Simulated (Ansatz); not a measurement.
The system is MnO.

```
CELL_PARAMETERS angstrom
0.00000 2.22391 2.22391
2.22391 0.00000 2.22391
2.22391 2.22391 0.00000
ATOMIC_POSITIONS crystal
Mn 0.00000 0.00000 0.00000
O 0.50000 0.50000 0.50000
```

The cell is a database's computed one.

Base run:

| Quantity | Value |
| --- | --- |
| Program | Ansatz 0.2.0 |
| Functional | r2SCAN0 form with a typed share of exact exchange |
| Potentials or basis | Ansatz PAW |
| Cutoff | 500 eV (not typed: the program's choice for these potentials) |
| k mesh | 6 × 6 × 6 |
| Occupations | fermi-dirac, width 0.05 eV |
| Spin | collinear spin, ferromagnetic start |
| Starting moments | [4.0, 0.0] μB |

Its results: band gap on the k mesh 1.44 eV, indirect (least direct gap 4.31 eV); pressure -0.8 GPa; net moment 5.00 μB per cell; site moments Mn +4.32; O +0.24 μB.

**Question.** The run is repeated on the same cell with these changes: share of exact exchange from 0.15 to 0.1. What comes out?

**Answer.** Band gap on the k mesh 0.92 eV, indirect (least direct gap 3.91 eV); pressure -0.4 GPa; net moment 5.00 μB per cell; site moments Mn +4.30; O +0.24 μB.

Caveats: the magnetic or orbital state may not be the lowest; a cell with one magnetic atom can't hold antiferromagnetic order, which such compounds often take; the PAW data sets come from PBE, with cores solved anew for the run's functional, which leaves a small shift of forces and pressure; the thresholds are loose for stress.

A k mesh can miss the band edges.
